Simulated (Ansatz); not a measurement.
HfC:

```
CELL_PARAMETERS angstrom
3.34287 0.00000 0.00000
-1.67143 2.89501 0.00000
0.00000 0.00000 5.20271
ATOMIC_POSITIONS crystal
Hf 0.33333 0.66667 0.25000
Hf 0.66667 0.33333 0.75000
C 0.00000 0.00000 0.50000
C 0.00000 0.00000 0.00000
```

The cell comes from a database or a generator and needn't be the stable form of this composition.

Base run:

| Quantity | Value |
| --- | --- |
| Program | Ansatz 0.2.0 |
| Functional | r2SCAN |
| Potentials or basis | Ansatz PAW |
| Cutoff | 500 eV |
| Density cutoff | 2000 eV |
| k mesh | 9 × 9 × 5 |
| Occupations | fermi-dirac, width 0.05 eV |
| Spin | no spin polarisation |

Its results: band gap on the k mesh none (metal or under the smearing width); pressure -2.7 GPa.

After a change of settings the same cell gave: band gap on the k mesh none (metal or under the smearing width); pressure -12.6 GPa. Which change was it?
A. functional from r2SCAN to LDA; cutoff from 500 eV to 420 eV; density cutoff from 2000 eV to 1680 eV
B. functional from r2SCAN to PBEsol; cutoff from 500 eV to 420 eV; density cutoff from 2000 eV to 1680 eV
C. functional from r2SCAN to PBEsol; cutoff from 500 eV to 420 eV; density cutoff from 2000 eV to 1680 eV; spin from no spin polarisation to spin-orbit coupling, no magnetisation; potential files from those of the base run to others of the same set
D. functional from r2SCAN to PBEsol; cutoff from 500 eV to 420 eV; density cutoff from 2000 eV to 1680 eV; hubbard terms from none to Hf d U = 6 eV; hubbard projectors from none to ortho-atomic (the default)

A.

Caveats: the PAW data sets come from PBE, with cores solved anew for the run's functional, which leaves a small shift of forces and pressure.

Not every run made on this cell is shown here.
